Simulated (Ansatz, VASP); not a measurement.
**Two plane-wave programs on CdS**

POSCAR

```
CdS
1.0
    4.3728313446      0.0000000000      0.0000000000
   -2.1864156723      3.7869830309      0.0000000000
    0.0000000000      0.0000000000      7.1043110086
Cd S
2 2
Direct
    0.3333333333      0.6666666667     -0.0010646326
    0.6666666667      0.3333333333      0.4989353674
    0.3333333333      0.6666666667      0.3760646326
    0.6666666667      0.3333333333      0.8760646326
```

INCAR.step1

```
ALGO = Normal
EDIFF = 1E-4
ENCUT = 520
GGA = PE
ISMEAR = 0
LASPH = T
LCHARG = F
LREAL = F
LWAVE = T
NBANDS = 26
NELM = 100
PREC = Accurate
SIGMA = 0.01
```

File INCAR.step2:

```
ALGO = Normal
EDIFF = 1E-6
ENCUT = 520
ISIF = 2
ISMEAR = 0
ISTART = 1
LASPH = T
LCHARG = F
LMIXTAU = T
LREAL = F
LWAVE = F
METAGGA = R2SCAN
NBANDS = 26
NELM = 100
PREC = Accurate
SIGMA = 0.01
```

Contents of KPOINTS:

```
k-points
0
Gamma
  6 6 4
```

Input for Ansatz:

```yaml
crystal:
  lattice:
    - [4.3728313446, 0.0, 0.0]
    - [-2.1864156723, 3.7869830309, 0.0]
    - [0.0, 0.0, 7.1043110086]
  atoms:
    - { symbol: Cd, position: [0.3333333333, 0.6666666667, -0.0010646326] }
    - { symbol: Cd, position: [0.6666666667, 0.3333333333, 0.4989353674] }
    - { symbol: S, position: [0.3333333333, 0.6666666667, 0.3760646326] }
    - { symbol: S, position: [0.6666666667, 0.3333333333, 0.8760646326] }
kpoints:
  mp_grid: { grid: [6, 6, 4] }
  band_path:
    path:
      - [0.0, 0.0, 0.0]
      - [0.5, 0.0, 0.0]
      - [0.3333333333, 0.3333333333, 0.0]
      - [0.0, 0.0, 0.5]
      - [0.5, 0.0, 0.5]
      - [0.3333333333, 0.3333333333, 0.5]
    npoints: 1
hamiltonian:
  xc: r2scan
scf:
  occupations: { method: fixed }
  n_extra_bands: 5
output:
  forces: true
  stress: true
  eigenvalues: true
```

Change from the starting cell: hydrostatic strain +5.0%.

Alike in both runs: task single point; functional r2SCAN; k mesh 6 × 6 × 4; no spin polarisation.

|  | VASP | Ansatz |
| --- | --- | --- |
| version | VASP 6.6.1 | Ansatz 0.2.0 |
| potentials or method | VASP PAW PBE potentials, release 64 (Cd, S) | plane waves, PAW |
| plane-wave cutoff (eV) | 520 | 500 |
| occupations | gaussian, width 0.01 eV | fixed |
| valence electrons in the cell | 36 | 52 |

|  | VASP | Ansatz | Ansatz less VASP |
| --- | --- | --- | --- |
| gap on the k mesh at the Fermi level (eV) | 1.25 | 1.26 | +0.009 |
| pressure (GPa) | -6.2 | -6.4 | -0.16 |

The two sets of potentials don't hold the same shells in valence.

Caveats: the PAW data sets were made with another functional, which shifts forces and pressure a little (VASP).
